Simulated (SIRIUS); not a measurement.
A run of SIRIUS 7.12.0 is set up as follows.

The input sirius.json:

```json
{
  "control": {
    "processing_unit": "cpu",
    "verbosity": 2,
    "num_bands_to_print": 20,
    "print_forces": true,
    "print_stress": true
  },
  "parameters": {
    "electronic_structure_method": "pseudopotential",
    "xc_functionals": ["XC_GGA_X_PBE_SOL", "XC_GGA_C_PBE_SOL"],
    "gk_cutoff": 8.2,
    "pw_cutoff": 16.4,
    "ngridk": [9, 9, 5],
    "shiftk": [0, 0, 0],
    "smearing": "fermi_dirac",
    "smearing_width": 0.0018374661,
    "num_bands": 20,
    "num_mag_dims": 0,
    "num_dft_iter": 100,
    "energy_tol": 1e-08,
    "density_tol": 1e-06
  },
  "iterative_solver": {
    "type": "davidson",
    "min_tolerance": 1e-10
  },
  "mixer": {
    "type": "anderson",
    "beta": 0.7,
    "max_history": 8
  },
  "settings": {
    "tol_ne": 1e-10,
    "pseudo_grid_cutoff": 6.5
  },
  "unit_cell": {
    "lattice_vectors": [
      [6.10759483479, 0.0, 0.0],
      [-3.053797417395, 5.289332282892, 0.0],
      [0.0, 0.0, 9.726420363449]
    ],
    "atom_coordinate_units": "lattice",
    "atom_types": ["Zr"],
    "atom_files": {
      "Zr": "Zr.json"
    },
    "atoms": {
      "Zr": [
        [0.6666666667, 0.3333333333, 0.75],
        [0.3333333333, 0.6666666667, 0.25]
      ]
    }
  }
}
```

Potentials or basis: PseudoDojo 0.4.1 PBE standard (scalar relativistic).

Run with:

```sh
$ upf_to_json Zr.upf
$ OMP_NUM_THREADS=1 sirius.scf --input=sirius.json --output=out.json --task=0
```

**Question.** Estimate the pressure.

**Answer.** -3.2 GPa.

**Question.** What does it give for the band gap on the k mesh?

**Answer.** None (metal or under the smearing width).

Stress tensor (GPa, compression positive):
```
-3.45  0.00  0.00
 0.00 -3.45  0.00
 0.00  0.00 -2.56
```

Caveat: the potentials were made for another functional, which shifts forces and pressure.
